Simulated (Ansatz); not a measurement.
Structure: COD 9011998, as refined from experiment and not relaxed.

An input for Si: DFT, PBE, all-electron LAPW, scalar-relativistic (Ansatz 0.2.0).

Command: `ansatz run input.yaml --threads 1 --pin off --max-ram 3072MiB --backend cpu --events-out ev --progress --plain --runs-dir out` The run took 9.1 s on 1 thread of Intel(R) Xeon(R) Platinum 8488C (Sapphire Rapids), with other jobs on the host, peak memory 0.33 GiB.

```yaml
crystal:
  lattice:
    - [0.0, 2.71547, 2.71547]
    - [2.71547, 0.0, 2.71547]
    - [2.71547, 2.71547, 0.0]
  atoms:
    - { symbol: Si, position: [0.5, 0.5, 0.5] }
    - { symbol: Si, position: [0.75, 0.75, 0.75] }
kpoints:
  mp_grid: { grid: [11, 11, 11] }
  band_path:
    path:
      - [0.0, 0.0, 0.0]
      - [0.5, 0.0, 0.5]
      - [0.625, 0.25, 0.625]
      - [0.375, 0.375, 0.75]
      - [0.0, 0.0, 0.0]
      - [0.5, 0.5, 0.5]
      - [0.5, 0.25, 0.75]
      - [0.5, 0.0, 0.5]
    npoints: 14
scf:
  occupations: { method: fermi_dirac, width: 0.08 }
hamiltonian:
  xc: pbe
  pseudopotentials: { kind: all_electron, lapw: { basis_error: 0.00025 } }
output:
  forces: true
  stress: true
  eigenvalues: true
  populations: true
  dos: { projected: true, de: 0.2, e_range: [-14, 8] }
```

Set-up and iterations as logged by Ansatz (the results part is left out, to be predicted):

```
Si: projections on atomic orbitals take those of the free atom 1s2 2s2 2p6 3s2 3p2, of charge +0.00 (hamiltonian.pseudopotentials.projection_atoms)
LAPW: plane waves up to 8.378 Å⁻¹, error target 2.5e-4 eV per atom; small_component_spin mean_spin; Si in spheres of 1.176 Å, 12 of its electrons in bands, Dirac shells []
Engine: ansatz 0.2.0
Pseudopotentials: kind: all_electron
Pseudopotential: Si, LAPW, valence charge 12, Koelling and Harmon's equation, gaussian nucleus
Functional definition: PBE
  parameter kappa = 0.804
  parameter beta = 0.06672455060314922
  exchange = pbe_x(kappa = kappa, mu = beta*pi^2/3)
  correlation = pbe_c(beta = beta)
Crystal: 2 atoms, lattice volume = 40.047 Å³
Basis set: ecut = 267.4338322009636 eV, 411 PW (Γ), exchange–correlation at level 2
Bands: 16, of which v1, the nominal top of the filled ones, is band 12 counted from 1 (11 counted from 0)
Symmetry: 48 space group operations
Space group: Fd-3m (ITA 227), of the structure as read, at distance tolerance 3.4e-5 Å
k-points: 56 of 1331
Non-local potential: Si, projectors of the file, none
Initial density: superposition of atomic densities (chi_scale 0.1, normalization cell)
Initial wavefunctions: plane waves of lowest kinetic energy (no species holds an atomic orbital)
Functional: x = pbe(κ = 0.804, μ = 0.2195149727645171), c = pbe(β = 0.06672455060314922)
iter 1 solved again at ethr=3.10e-3 eV; its pass at ethr=1.00e-1 eV (dr2=7.44e-1 eV) is discarded
SCF iter   1: F=—  HF=-15784.693558 eV  |F-HF|=—  |Δ(HF+E_count)|=         —  Δρ=4.21e-2  dr2=7.46e-1  ethr=3.10e-3  ⟨swp⟩=2.0  Hψ=6388  notcnv=0
SCF iter   2: F=—  HF=-15784.551628 eV  |F-HF|=—  |Δ(HF+E_count)|=   1.42e-1  Δρ=1.79e-2  dr2=1.18e-1  ethr=3.10e-3  ⟨swp⟩=2.0  Hψ=2538  notcnv=0
iter 3 solved again at ethr=1.48e-6 eV; its pass at ethr=4.91e-4 eV (dr2=3.55e-4 eV) is discarded
SCF iter   3: F=—  HF=-15784.532233 eV  |F-HF|=—  |Δ(HF+E_count)|=   1.94e-2  Δρ=1.26e-3  dr2=3.43e-4  ethr=1.48e-6  ⟨swp⟩=3.0  Hψ=4531  notcnv=0
SCF iter   4: F=—  HF=-15784.532509 eV  |F-HF|=—  |Δ(HF+E_count)|=         —  Δρ=1.35e-4  dr2=4.44e-6  ethr=1.43e-6  ⟨swp⟩=2.8  Hψ=2407  notcnv=0
the basis was enlarged: its passes take 420.4 KiB over the memory plan, 1 of 1 planned eigensolver slots
SCF iter   5: F=—  HF=-15784.532519 eV  |F-HF|=—  |Δ(HF+E_count)|=   9.81e-6  Δρ=2.93e-5  dr2=2.92e-7  ethr=1.85e-8  ⟨swp⟩=3.1  Hψ=2548  notcnv=0
SCF iter   6: F=-15784.532520 eV  HF=-15784.532520 eV  |F-HF|=5.34e-9  |Δ(HF+E_count)|=   1.06e-6  Δρ=3.37e-6  dr2=2.75e-9  ethr=1.22e-9  ⟨swp⟩=3.1  Hψ=2560  notcnv=0
```

(1) What pressure will this run report?

(2) Is there a band gap?

Results:

(1) 1.97 GPa (positive in compression).

(2) 0.57 eV, indirect from Γ to the line Γ–X (0.5, 0, 0.5).
